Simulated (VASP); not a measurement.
# SrCl2 (Fm-3m) in VASP: a series of runs

Runs on SrCl2. Level: PBE. Tasks: single point.

Everything below comes from runs of VASP 6.6.1. Logs are shortened: lines on timing, memory, paths and dates and some standing lists are left out, and cuts for length are marked.

## (1) Starting point

It takes space group Fm-3m (No. 225, cubic). The conventional cell has a = 6.977 Å, b = 6.977 Å, c = 6.977 Å, α = 90.00°, β = 90.00°, γ = 90.00°. Around Sr (site symmetry m-3m) lie 8 Cl at 3.02 Å. Cl (site symmetry -43m) has 4 Sr at 3.02 Å as nearest neighbours.

## (2) Single point, PBE

INCAR

```
SYSTEM = SrCl2
ADDGRID = .False. ; ALGO = Normal
EDIFF = 1E-4 ; ENCUT = 450
GGA = PE ; ISIF = 2
ISMEAR = 0 ; LASPH = .True.
LCHARG = .False. ; LREAL = .False.
LWAVE = .False. ; NBANDS = 19
NELM = 100 ; PREC = Accurate
SIGMA = 0.05
```

KPOINTS

```
k-points
0
Gamma
  6 6 6
  0 0 0
```

POSCAR

```
SrCl2
1.0
    0.0000000000      3.4883500000      3.4883500000
    3.4883500000      0.0000000000      3.4883500000
    3.4883500000      3.4883500000      0.0000000000
Sr Cl
1 2
Direct
    0.0000000000      0.0000000000      0.0000000000
    0.7500000000      0.7500000000      0.7500000000
    0.2500000000      0.2500000000      0.2500000000
```

Potentials or basis: VASP PAW PBE potentials, release 64 (Sr_sv, Cl).

Started as:

```bash
$ cat potpaw_PBE.64/Sr_sv/POTCAR potpaw_PBE.64/Cl/POTCAR > POTCAR
$ mpirun -np 1 vasp_std > vasp.out
```

OUTCAR:

```text
SYSTEM = SrCl2
   EDIFF = 1E-4
   ENCUT = 450
   GGA = PE
   ISIF = 2
   ISMEAR = 0
   LASPH = .True.
   LREAL = .False.
   NELM = 100
   PREC = Accurate

 Found     16 irreducible k-points:

 Following reciprocal coordinates:
            Coordinates               Weight
  0.000000  0.000000  0.000000      1.000000
  0.166667  0.000000  0.000000      8.000000
  0.333333  0.000000  0.000000      8.000000
  0.500000  0.000000  0.000000      4.000000
  0.166667  0.166667  0.000000      6.000000
  0.333333  0.166667  0.000000     24.000000
   k-points           NKPTS =     16   k-points in BZ     NKDIM =     16   number of bands    NBANDS=     19
   number of dos      NEDOS =    301   number of ions     NIONS =      3
   total plane-waves  NPLWV =  46656
   dimension x,y,z NGX =    36 NGY =   36 NGZ =   36
   dimension x,y,z NGXF=    72 NGYF=   72 NGZF=   72
   ions per type =               1   2
   NGX,Y,Z   is equivalent  to a cutoff of  12.13, 12.13, 12.13 a.u.
   NGXF,Y,Z  is equivalent  to a cutoff of  24.26, 24.26, 24.26 a.u.
 SYSTEM =  SrCl2
   PREC   = accura    normal or accurate (medium, high low for compatibility)
   ISTART =      0    job   : 0-new  1-cont  2-samecut
   ICHARG =      2    charge: 1-file 2-atom 10-const
   ISPIN  =      1    spin polarized calculation?
   LNONCOLLINEAR =      F non collinear calculations
   LSORBIT =      F    spin-orbit coupling
   LASPH  =      T    aspherical Exc in radial PAW
   ENCUT  =  450.0 eV  33.07 Ry    5.75 a.u.   8.53  8.53  8.53*2*pi/ulx,y,z
   NELM   =    100;   NELMIN=  2; NELMDL= -5     # of ELM steps
   EDIFF  = 0.1E-03   stopping-criterion for ELM
   LREAL  =      F    real-space projection
   EDIFFG = 0.1E-02   stopping-criterion for IOM
   NSW    =      0    number of steps for IOM
   IBRION =     -1    ionic relax: 0-MD 1-quasi-New 2-CG
   NFREE  =      0    steps in history (QN), initial steepest desc. (CG)
   ISIF   =      2    stress and relaxation
   ISYM   =      2    0-nonsym 1-usesym 2-fastsym
   POTIM  = 0.5000    time-step for ionic-motion
   TEBEG  =    0.0;   TEEND  =   0.0 temperature during run
   PSTRESS=    0.0 pullay stress
   NELECT =      24.0000    total number of electrons
   NUPDOWN=      -1.0000    fix difference up-down
   EMIN   =  10.00;   EMAX   =-10.00  energy-range for DOS
   EFERMI =   0.00;   METHOD = LEGACY
   ISMEAR =     0;   SIGMA  =   0.05  broadening in eV -4-tet -1-fermi 0-gaus
   EFERMI_NEDOS =   21; number of points for ismear=-14 and -15
   IALGO  =     38    algorithm
   IMIX   =      4    mixing-type and parameters
     AMIX     =   0.40;   BMIX     =  1.00
     AMIX_MAG =   1.60;   BMIX_MAG =  1.00
  volume/ion in A,a.u.               =      28.30       190.97
  Fermi-wavevector in a.u.,A,eV,Ry     =   1.074439  2.030396 15.706833  1.154420
  Thomas-Fermi vector in A             =   2.210267
   LORBIT       =      0    0 simple, 1 ext, 2 COOP (PROOUT), +10 PAW based schemes
   GGA     = PE    functional components
   LHFCALC =     F    Hartree Fock is set to
   AEXX    =    0.0000 exact exchange contribution
   IVDW    =     0    specifies the selected vdW correction
   LEPSILON=     F    determine dielectric tensor
   LRPA    =     F    only Hartree local field effects (RPA)
 non-spin polarized calculation
 Gauss-broadening in eV      SIGMA  =   0.05
  energy-cutoff  :      450.00
  volume of cell :       84.90
 maximum number of plane-waves:      1868
 NGX is ok and might be reduce to    36
   NGX = 17   NGY = 17   NGZ = 17

 number of electron      24.0000003 magnetization

 Free energy of the ion-electron system (eV)
  ---------------------------------------------------
  ext. energy  EPLUGINS =         0.00000000
  ---------------------------------------------------
  free energy    TOTEN  =       -12.78095256 eV

  energy without entropy =      -12.78095256  energy(sigma->0) =      -12.78095256

 E-fermi :   0.3588     XC(G=0):  -8.2838

 val. band max:        0.1530812317   @ k =   0.5000   0.5000   0.0000
 cond. band min:       5.4887417999   @ k =   0.0000   0.0000   0.0000
 fundamental gap:      5.3356605682
 Fermi energy:         0.3587791329

 k-point     1 :       0.0000    0.0000    0.0000
  band No.  band energies     occupation
      1     -32.7342      2.00000
      2     -14.7252      2.00000
      3     -14.7252      2.00000
      4     -14.7252      2.00000
      5     -13.1538      2.00000
      6     -12.3038      2.00000
      7      -1.9731      2.00000
      8      -1.9731      2.00000
      9      -1.9731      2.00000
     10      -0.1843      2.00000
     11      -0.1843      2.00000
     12      -0.1843      2.00000
     13       5.4887      0.00000
     14       6.2494      0.00000
     15       6.2494      0.00000
     16       9.1876      0.00000
     17       9.1876      0.00000
     18       9.1876      0.00000
     19       9.4670      0.00000

 k-point     2 :       0.1667    0.0000    0.0000
  band No.  band energies     occupation
      1     -32.7334      2.00000
      2     -14.8129      2.00000
      3     -14.7286      2.00000
      4     -14.7286      2.00000
      5     -13.0036      2.00000
      6     -12.3606      2.00000
      7      -1.8719      2.00000
      8      -1.8719      2.00000
      9      -1.7877      2.00000
     10      -0.4948      2.00000
     11      -0.3334      2.00000
     12      -0.3334      2.00000
     13       6.0798      0.00000
     14       6.4565      0.00000
     15       6.4565      0.00000
     16       8.1755      0.00000
     17       8.8996      0.00000
     18       8.8996      0.00000
     19       9.9853      0.00000

 k-point     3 :       0.3333    0.0000    0.0000
  band No.  band energies     occupation
      1     -32.7318      2.00000
      2     -14.9517      2.00000
      3     -14.7355      2.00000
      4     -14.7355      2.00000
      5     -12.7884      2.00000
      6     -12.4160      2.00000
      7      -1.6162      2.00000
      8      -1.6162      2.00000
      9      -1.4351      2.00000
     10      -1.0137      2.00000
     11      -0.6633      2.00000
     12      -0.6633      2.00000
     13       6.7753      0.00000
     14       6.7753      0.00000
     15       6.9855      0.00000
     16       8.1641      0.00000
     17       8.7376      0.00000
     18       8.7376      0.00000
     19       9.2604      0.00000

 k-point     4 :       0.5000    0.0000    0.0000
  band No.  band energies     occupation
      1     -32.7310      2.00000
      2     -15.0089      2.00000
      3     -14.7389      2.00000
      4     -14.7389      2.00000
      5     -12.7554      2.00000
      6     -12.3765      2.00000
      7      -1.4123      2.00000
      8      -1.4123      2.00000
      9      -1.3444      2.00000
     10      -1.1653      2.00000
     11      -0.8952      2.00000
     12      -0.8952      2.00000
     13       6.8645      0.00000
     14       6.8645      0.00000
     15       7.6600      0.00000
     16       8.0208      0.00000
     17       8.7726      0.00000
     18       8.7726      0.00000
     19       8.9315      0.00000

 k-point     5 :       0.1667    0.1667    0.0000
  band No.  band energies     occupation
      1     -32.7331      2.00000
      2     -14.8338      2.00000
      3     -14.7334      2.00000
      4     -14.7334      2.00000
      5     -12.9489      2.00000
      6     -12.3837      2.00000
      7      -1.9281      2.00000
      8      -1.9281      2.00000
      9      -1.5314      2.00000
     10      -0.9493      2.00000
     11      -0.1729      2.00000
     12      -0.1729      2.00000
     13       6.1161      0.00000
     14       6.5059      0.00000
     15       6.5226      0.00000
     16       8.4649      0.00000
     17       8.4649      0.00000
     18       8.9327      0.00000
     19       9.1063      0.00000

 k-point     6 :       0.3333    0.1667    0.0000
  band No.  band energies     occupation
      1     -32.7318      2.00000
      2     -14.9342      2.00000
      3     -14.7558      2.00000
      4     -14.7409      2.00000
      5     -12.7353      2.00000
      6     -12.4582      2.00000
      7      -1.8037      2.00000
      8      -1.7978      2.00000
      9      -1.5210      2.00000
     10      -1.0430      2.00000
     11      -0.3464      2.00000
     12      -0.3213      2.00000
     13       6.4087      0.00000
     14       6.8510      0.00000
     15       6.9710      0.00000
     16       8.2286      0.00000
     17       8.3441      0.00000
     18       8.6695      0.00000
     19       9.5973      0.00000

 [... further k-points ...]

------------------------ aborting loop because EDIFF is reached ----------------------------------------

  FORCE on cell =-STRESS in cart. coord.  units (eV):
  Direction    XX          YY          ZZ          XY          YZ          ZX
  --------------------------------------------------------------------------------------
  -------------------------------------------------------------------------------------
  Total        0.5472146      0.5472146      0.5472146      0.0000000      0.0000000     -0.0000000
  in kB       10.3270931     10.3270931     10.3270931      0.0000000      0.0000000     -0.0000000
  external PRESSURE =      10.3270931 kB  Pullay stress =       0.0000000 kB

 VOLUME and BASIS-vectors are now :
 -----------------------------------------------------------------------------
  energy-cutoff  :      450.00
  volume of cell :       84.90
      direct lattice vectors                 reciprocal lattice vectors
     0.000000000  3.488350000  3.488350000    -0.143334241  0.143334241  0.143334241
     3.488350000  0.000000000  3.488350000     0.143334241 -0.143334241  0.143334241
     3.488350000  3.488350000  0.000000000     0.143334241  0.143334241 -0.143334241

 POSITION                                       TOTAL-FORCE (eV/Angst)
 -----------------------------------------------------------------------------------
      0.00000      0.00000      0.00000         0.000000      0.000000      0.000000
      5.23252      5.23252      5.23252        -0.000000      0.000000     -0.000000
      1.74418      1.74418      1.74418        -0.000000     -0.000000     -0.000000
 -----------------------------------------------------------------------------------
    total drift:                                0.000000      0.000000      0.000000

  FREE ENERGIE OF THE ION-ELECTRON SYSTEM (eV)
  ---------------------------------------------------
  free  energy   TOTEN  =       -12.7809525623 eV

  energy  without entropy=      -12.7809525623  energy(sigma->0) =      -12.78095256
```

Wall time 15 s (1 thread of Intel Xeon Platinum 8488C (Sapphire Rapids), shared host); peak memory 0.2 GiB.

The run converged, but some of its settings lie outside the range that counts as converged, so its numbers aren't taken as properties of the crystal.

Results:

* Free energy: -12.7810 eV
* Pressure: 1.0 GPa
* Band gap on the k mesh: 5.34 eV, indirect (least direct gap 5.50 eV)

## (3) Single point, PBE

INCAR is that of step 2.

KPOINTS is that of step 2.

POSCAR

```
SrCl2
1.0
    0.0000000000      3.4883500000      3.4883500000
    3.4883500000      0.0000000000      3.4883500000
    3.4883500000      3.4883500000      0.0000000000
Sr Cl
1 2
Direct
    0.0068970000     -0.0112840000      0.0399150000
    0.7604860000      0.7424010000      0.7508940000
    0.2477780000      0.2469560000      0.2707310000
```

Potentials or basis: VASP PAW PBE potentials, release 64 (Sr_sv, Cl).

Started as:

```bash
$ cat potpaw_PBE.64/Sr_sv/POTCAR potpaw_PBE.64/Cl/POTCAR > POTCAR
$ mpirun -np 1 vasp_std > vasp.out
```

OUTCAR:

```text
SYSTEM = SrCl2
   EDIFF = 1E-4
   ENCUT = 450
   GGA = PE
   ISIF = 2
   ISMEAR = 0
   LASPH = .True.
   LREAL = .False.
   NELM = 100
   PREC = Accurate

 Found    112 irreducible k-points:

 Following reciprocal coordinates:
            Coordinates               Weight
  0.000000  0.000000  0.000000      1.000000
  0.166667  0.000000  0.000000      2.000000
  0.000000  0.166667  0.000000      2.000000
  0.000000  0.000000  0.166667      2.000000
  0.166667  0.166667  0.166667      2.000000
  0.333333  0.000000  0.000000      2.000000
   k-points           NKPTS =    112   k-points in BZ     NKDIM =    112   number of bands    NBANDS=     19
   number of dos      NEDOS =    301   number of ions     NIONS =      3
   total plane-waves  NPLWV =  46656
   dimension x,y,z NGX =    36 NGY =   36 NGZ =   36
   dimension x,y,z NGXF=    72 NGYF=   72 NGZF=   72
   ions per type =               1   2
   NGX,Y,Z   is equivalent  to a cutoff of  12.13, 12.13, 12.13 a.u.
   NGXF,Y,Z  is equivalent  to a cutoff of  24.26, 24.26, 24.26 a.u.
 SYSTEM =  SrCl2
   PREC   = accura    normal or accurate (medium, high low for compatibility)
   ISTART =      0    job   : 0-new  1-cont  2-samecut
   ICHARG =      2    charge: 1-file 2-atom 10-const
   ISPIN  =      1    spin polarized calculation?
   LNONCOLLINEAR =      F non collinear calculations
   LSORBIT =      F    spin-orbit coupling
   LASPH  =      T    aspherical Exc in radial PAW
   ENCUT  =  450.0 eV  33.07 Ry    5.75 a.u.   8.53  8.53  8.53*2*pi/ulx,y,z
   NELM   =    100;   NELMIN=  2; NELMDL= -5     # of ELM steps
   EDIFF  = 0.1E-03   stopping-criterion for ELM
   LREAL  =      F    real-space projection
   EDIFFG = 0.1E-02   stopping-criterion for IOM
   NSW    =      0    number of steps for IOM
   IBRION =     -1    ionic relax: 0-MD 1-quasi-New 2-CG
   NFREE  =      0    steps in history (QN), initial steepest desc. (CG)
   ISIF   =      2    stress and relaxation
   ISYM   =      2    0-nonsym 1-usesym 2-fastsym
   POTIM  = 0.5000    time-step for ionic-motion
   TEBEG  =    0.0;   TEEND  =   0.0 temperature during run
   PSTRESS=    0.0 pullay stress
   NELECT =      24.0000    total number of electrons
   NUPDOWN=      -1.0000    fix difference up-down
   EMIN   =  10.00;   EMAX   =-10.00  energy-range for DOS
   EFERMI =   0.00;   METHOD = LEGACY
   ISMEAR =     0;   SIGMA  =   0.05  broadening in eV -4-tet -1-fermi 0-gaus
   EFERMI_NEDOS =   21; number of points for ismear=-14 and -15
   IALGO  =     38    algorithm
   IMIX   =      4    mixing-type and parameters
     AMIX     =   0.40;   BMIX     =  1.00
     AMIX_MAG =   1.60;   BMIX_MAG =  1.00
  volume/ion in A,a.u.               =      28.30       190.97
  Fermi-wavevector in a.u.,A,eV,Ry     =   1.074439  2.030396 15.706833  1.154420
  Thomas-Fermi vector in A             =   2.210267
   LORBIT       =      0    0 simple, 1 ext, 2 COOP (PROOUT), +10 PAW based schemes
   GGA     = PE    functional components
   LHFCALC =     F    Hartree Fock is set to
   AEXX    =    0.0000 exact exchange contribution
   IVDW    =     0    specifies the selected vdW correction
   LEPSILON=     F    determine dielectric tensor
   LRPA    =     F    only Hartree local field effects (RPA)
 non-spin polarized calculation
 Gauss-broadening in eV      SIGMA  =   0.05
  energy-cutoff  :      450.00
  volume of cell :       84.90
 maximum number of plane-waves:      1868
 NGX is ok and might be reduce to    36
   NGX = 17   NGY = 17   NGZ = 17

 number of electron      24.0000000 magnetization

 Free energy of the ion-electron system (eV)
  ---------------------------------------------------
  ext. energy  EPLUGINS =         0.00000000
  ---------------------------------------------------
  free energy    TOTEN  =       -12.74307524 eV

  energy without entropy =      -12.74307524  energy(sigma->0) =      -12.74307524

 E-fermi :   0.4817     XC(G=0):  -8.2800

 val. band max:        0.1671319772   @ k =   0.5000   0.5000   0.0000
 cond. band min:       5.4788030695   @ k =   0.0000   0.0000   0.0000
 fundamental gap:      5.3116710922
 Fermi energy:         0.4816817128

 k-point     1 :       0.0000    0.0000    0.0000
  band No.  band energies     occupation
      1     -32.7196      2.00000
      2     -14.7296      2.00000
      3     -14.7169      2.00000
      4     -14.7140      2.00000
      5     -13.1496      2.00000
      6     -12.3102      2.00000
[... 11 lines left out ...]
     18       9.1894      0.00000
     19       9.4480      0.00000
[... 89 lines left out ...]
 k-point     6 :       0.3333    0.0000    0.0000
  band No.  band energies     occupation
      1     -32.7172      2.00000
      2     -14.9372      2.00000
      3     -14.7391      2.00000
      4     -14.7249      2.00000
      5     -12.8083      2.00000
      6     -12.4046      2.00000
[... 11 lines left out ...]
     18       8.8781      0.00000
     19       9.2772      0.00000

 [... further k-points ...]

------------------------ aborting loop because EDIFF is reached ----------------------------------------

  FORCE on cell =-STRESS in cart. coord.  units (eV):
  Direction    XX          YY          ZZ          XY          YZ          ZX
  --------------------------------------------------------------------------------------
  -------------------------------------------------------------------------------------
  Total        0.7226119      0.6691483      0.7163544      0.1933888     -0.2450463     -0.0912382
  in kB       13.6372110     12.6282395     13.5191186      3.6496554     -4.6245413     -1.7218570
  external PRESSURE =      13.2615230 kB  Pullay stress =       0.0000000 kB

 VOLUME and BASIS-vectors are now :
 -----------------------------------------------------------------------------
  energy-cutoff  :      450.00
  volume of cell :       84.90
      direct lattice vectors                 reciprocal lattice vectors
     0.000000000  3.488350000  3.488350000    -0.143334241  0.143334241  0.143334241
     3.488350000  0.000000000  3.488350000     0.143334241 -0.143334241  0.143334241
     3.488350000  3.488350000  0.000000000     0.143334241  0.143334241 -0.143334241

 POSITION                                       TOTAL-FORCE (eV/Angst)
 -----------------------------------------------------------------------------------
      3.58822      0.16330      3.47305        -0.250348     -0.331566      0.095356
      5.20914      5.27222      5.24260         0.317159      0.231891     -0.160785
      1.80587      1.80874      1.72581        -0.066811      0.099674      0.065429
 -----------------------------------------------------------------------------------
    total drift:                               -0.000674     -0.000699      0.000262

  FREE ENERGIE OF THE ION-ELECTRON SYSTEM (eV)
  ---------------------------------------------------
  free  energy   TOTEN  =       -12.7430752378 eV

  energy  without entropy=      -12.7430752378  energy(sigma->0) =      -12.74307524
```

stdout:

```text
POSCAR found type information on POSCAR SrCl
 POSCAR found :  2 types and       3 ions
 scaLAPACK will be used
 LDA part: xc-table for (Slater+PW92), standard interpolation
 POSCAR, INCAR and KPOINTS ok, starting setup
 FFT: planning ... GRIDC
 FFT: planning ... GRID_SOFT
 FFT: planning ... GRID
 WAVECAR not read
 entering main loop
```

Run time: 70 s. Hardware: 1 thread of Intel Xeon Platinum 8488C (Sapphire Rapids), shared host; peak memory 0.28 GiB.

These settings aren't checked as converged: the numbers below hold their error.

What came out:

```
Free energy            : -12.7431 eV
Pressure               : 1.3 GPa
Largest force          : 0.426 eV/Å
Band gap on the k mesh : 5.31 eV, indirect (least direct gap 5.50 eV)
```

## (4) Single point, PBE

Changes to INCAR since step 3:

```diff
@@ -2,3 +2,3 @@
 ADDGRID = .False. ; ALGO = Normal
-EDIFF = 1E-4 ; ENCUT = 450
+EDIFF = 1E-5 ; ENCUT = 450
 GGA = PE ; ISIF = 2
```

KPOINTS is that of step 3.

POSCAR

```
SrCl2
1.0
    0.0000000000      3.4883500000      3.4883500000
    3.4883500000      0.0000000000      3.4883500000
    3.4883500000      3.4883500000      0.0000000000
Sr Cl
1 2
Direct
    0.0000000000      0.0000000000      0.0000000000
    0.7500000000      0.7500000000      0.7500000000
    0.2500000000      0.2500000000      0.2500000000
```

Started as:

```bash
$ cat potpaw_PBE.64/Sr_sv/POTCAR potpaw_PBE.64/Cl/POTCAR > POTCAR
$ mpirun -np 1 vasp_std > vasp.out
```

Run time: 17 s. Hardware: 1 thread of Intel Xeon Platinum 8488C (Sapphire Rapids), shared host; peak memory 0.2 GiB.

The run converged, but some of its settings lie outside the range that counts as converged, so its numbers aren't taken as properties of the crystal.

What came out:

```yaml
Free_energy: -12.7810 eV
Pressure: 1.0 GPa
Band_gap_on_the_k_mesh: 5.34 eV, indirect (least direct gap 5.50 eV)
```

## (5) For comparison

An earlier run on the cell as given: functional PBE; potentials or basis VASP PAW PBE potentials, release 64 (Sr_sv, Cl); cutoff 520 eV; k mesh 7 × 7 × 7; occupations fermi-dirac, width 0.05 eV; no spin polarisation.

- Pressure: 1.1 GPa
- Band gap on the k mesh: 5.37 eV, indirect (least direct gap 5.68 eV)
